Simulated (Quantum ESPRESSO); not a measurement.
NiO2 under changes of volume

One of the cells (10.443 Å³/atom); the others are scaled copies at fixed shape and fractional positions:

```xyz
3
Lattice="2.7988 0.0000 0.0000 -1.3994 2.4238 0.0000 0.0000 0.0000 4.6183" Properties=species:S:1:pos:R:3 pbc="T T T"
Ni    0.0000    0.0000    2.3091
O     0.0000    1.6159    1.3576
O     1.3994    0.8079    3.2607
```

The cell comes from a database or a generator and needn't be the stable form of this composition.

* Program: Quantum ESPRESSO 7.5
* Functional: PBEsol
* Potentials or basis: GBRV 1.5 PBEsol
* Cutoff: 612 eV
* Density cutoff: 4898 eV
* k mesh: 11 × 11 × 6
* Occupations: fermi-dirac, width 0.05 eV
* Spin: collinear spin, ferromagnetic start
* Starting moments: [1.0, 0.0, 0.0] μB

| volume (Å³/atom) | energy over the lowest point (meV/atom) | pressure (GPa) | gap on the mesh (eV) |
| --- | --- | --- | --- |
| 9.816 | ? | ? | ? |
| 10.025 | 2.99 | 4.3 | 0.97 |
| 10.234 | 0.00 | -0.2 | 0.95 |
| 10.443 | 2.50 | -4.1 | 0.92 |
| 10.652 | 9.88 | -7.6 | 0.90 |
| 10.861 | 21.63 | -10.8 | 0.88 |
| 11.070 | 37.27 | -13.6 | 0.86 |

**Question.** What does the run at 9.816 Å³/atom give?

**Answer.** Energy over the lowest point 12.13 meV/atom; pressure 9.3 GPa; gap on the mesh 0.99 eV.

Worked out: A Birch-Murnaghan fit of order 3 (a polynomial in V^(-2/3)) to the other rows has its minimum at 10.24 Å³/atom with B0 = V·E''(V) = 205 GPa and B' = 4.6 at fixed shape and positions, which overstates the stiffness. It gives 12.12 meV/atom at 9.816 Å³/atom, against the run's 12.13, and -dE/dV = 9.5 GPa, against 9.3. A straight line through the other rows of the gap, of slope -1.12 eV per unit of ln V, extrapolates to 0.99 eV, against the run's 0.99.

Energies are extrapolated to zero smearing.

Caveats: an odd mesh through Γ misses points on the zone boundary, where band edges often lie.
